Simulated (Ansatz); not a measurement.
# CuCl, one cell by several methods

```
Cu Cl
1.0
     0.00000    2.68300    2.71010
     2.68300    0.00000    2.71010
     2.68300    2.68300    0.00000
Cu Cl
1 1
Direct
  0.00000 0.00000 0.00000
  0.75000 0.75000 0.75000
```

Atoms are numbered in the order listed.

The conventional cell has a = 3.794 Å, b = 3.794 Å, c = 5.420 Å, α = 90.00°, β = 90.00°, γ = 90.00°. Cu (atom 1) has 4 Cl at 2.33 Å as nearest neighbours. Cl (atom 2) has 4 Cu at 2.33 Å as nearest neighbours.

The cell comes from COD entry 9013925, which wasn't checked; take it as a given geometry. The listed cell was then made from it by scaling, straining or moving an atom.

Levels of theory: DFT, LDA, PAW with Ansatz's default frozen-core files, scalar-relativistic (Ansatz 0.2.0); DFT, LDA, all-electron LAPW, scalar-relativistic (Ansatz 0.2.0).

For PAW: a Γ-centred 13×13×13 k mesh, Fermi–Dirac smearing of 0.05 eV, cutoff 420 eV, no spin polarisation; the PAW files were made with PBE, and the program remakes their frozen cores for this functional. LAPW targets a basis error of 0.25 meV/atom. The Ansatz runs share mesh, smearing and spin set-up. Plane-wave (PAW) pressures include the program's estimate of the Pulay term.

Stress and pressure are positive in compression.

The change that made this cell: equal xx and yy strain of -1 %.

PAW results:

```csv
quantity,PAW
pressure (GPa),-5.77
stress xx (GPa),-5.70
stress zz (GPa),-5.90
band gap (eV),0.417
```

Problem. What does full-potential LAPW give for the same quantities?

Solution. 
```json
{"quantity": "pressure (GPa)", "LAPW": "-5.75"}
{"quantity": "stress xx (GPa)", "LAPW": "-5.69"}
{"quantity": "stress zz (GPa)", "LAPW": "-5.88"}
{"quantity": "band gap (eV)", "LAPW": "0.422"}
```
